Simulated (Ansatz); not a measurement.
Computed with Ansatz on PBE0-D4/def2-TZVP structures; ΔE is electronic, products minus reactants. CBS: MP2 limit from def2 TZ/QZ plus the TZ coupled-cluster correction, frozen cores. DFT in def2-TZVPP. HSE06 is defined as in plane-wave codes. Each species was taken in one conformer, which may not be the lowest.

`CCC(=O)O` → `OCC1CO1`  (isomerisation)

(1) Is it downhill or uphill in electronic energy at CCSD(T)/CBS, and by how much? (Estimate.)

(2) What do these levels give: revPBE-D4, r2SCAN0-D4, ωB97X-V, PBE-QIDH, BLYP, r2SCAN0, HSE06, LC-ωPBE, MP2/def2-SVP, CCSD(T)/def2-SVP, HF/def2-QZVPP, HF/CBS(def2)? (Estimate.)

Largest T1 diagnostic among the species: 0.014.

Answers

(1) Computed: Uphill: ΔE = +207.2 kJ/mol.

(2) The calculation gave: revPBE-D4 207.8, r2SCAN0-D4 211.9, ωB97X-V 205.2, PBE-QIDH 208.0, BLYP 218.6, r2SCAN0 211.8, HSE06 205.5, LC-ωPBE 202.1, MP2/def2-SVP 234.3, CCSD(T)/def2-SVP 230.7, HF/def2-QZVPP 227.0, HF/CBS(def2) 226.9 kJ/mol.

Leaving LDA and LC-ωPBE aside and taking each functional with its dispersion term where it has one, the values, not all of them listed here, spread over 13.8 kJ/mol, from ωB97X-V to BLYP-D4. At CCSD(T), def2-SVP lies +23.5 kJ/mol from the extrapolated value and def2-TZVPP +2.2 kJ/mol. In def2-TZVPP, CCSD(T) changes the Hartree–Fock value by −18.4 kJ/mol (the triples alone add +0.5 kJ/mol) and MP2 by −18.2 kJ/mol.
